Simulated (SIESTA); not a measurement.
**HfO2 under changes of volume**

One of the cells (10.041 Å³/atom); the others are scaled copies at fixed shape and fractional positions:

```xyz
12
Lattice="5.5564 0.0000 0.0000 0.0000 3.3336 0.0000 0.0000 0.0000 6.5050" Properties=species:S:1:pos:R:3 pbc="T T T"
Hf    4.1600    2.5002    3.9542
Hf    1.3964    0.8334    2.5508
Hf    1.3818    2.5002    5.8033
Hf    4.1746    0.8334    0.7017
O     3.5533    0.8334    2.7542
O     2.0031    2.5002    3.7508
O     0.7751    0.8334    0.4983
O     4.7813    2.5002    6.0067
O     2.8937    0.8334    5.4736
O     2.6627    2.5002    1.0313
O     0.1155    0.8334    4.2838
O     5.4409    2.5002    2.2212
```

Measurements of this composition are mostly on another form, of space group No. 14.

| Property | Result |
| --- | --- |
| Program | SIESTA 5.4.2 |
| Functional | PBEsol |
| Potentials or basis | PseudoDojo 0.4 standard (PBEsol files) |
| Basis | DZP (energy shift 0.003 Ry; two zetas on semicore shells) |
| Grid cutoff | 800 Ry |
| Energy shift | 0.003 Ry |
| k mesh | 4 × 6 × 3 |
| Occupations | fermi-dirac, width 0.05 eV |
| Spin | no spin polarisation |

```tsv
volume (Å³/atom)	energy over the lowest point (meV/atom)	pressure (GPa)	gap on the mesh (eV)	largest force (eV/Å)
9.438	20.48	15.2	3.41	0.545
9.639	6.02	8.1	3.37	0.401
9.840	0.00	1.7	3.33	0.263
10.041	1.58	-4.1	3.29	0.136
10.242	?	?	?	?
10.443	24.57	-13.8	3.20	0.136
10.643	44.58	-18.0	3.16	0.226
```

Q: What does the run at 10.242 Å³/atom give?

A: Energy over the lowest point 10.01 meV/atom; pressure -9.3 GPa; gap on the mesh 3.25 eV; largest force 0.035 eV/Å.

Worked out: A Birch-Murnaghan fit of order 3 (a polynomial in V^(-2/3)) to the other rows has its minimum at 9.90 Å³/atom with B0 = V·E''(V) = 289 GPa and B' = 4.2 at fixed shape and positions, which overstates the stiffness. It gives 10.00 meV/atom at 10.242 Å³/atom, against the run's 10.01, and -dE/dV = -9.2 GPa, against -9.3. A straight line through the other rows of the gap, of slope -2.1 eV per unit of ln V (its deformation potential), gives 3.24 eV, against the run's 3.25.

Energies are extrapolated to zero smearing.

Caveats: short orbitals over semicore shells can move pressures by several GPa; spin-orbit coupling is left out, which moves the levels of the heavy elements; an odd mesh through Γ misses points on the zone boundary, where band edges often lie; the basis of atomic orbitals isn't converged, which shifts pressures, moduli and gaps.
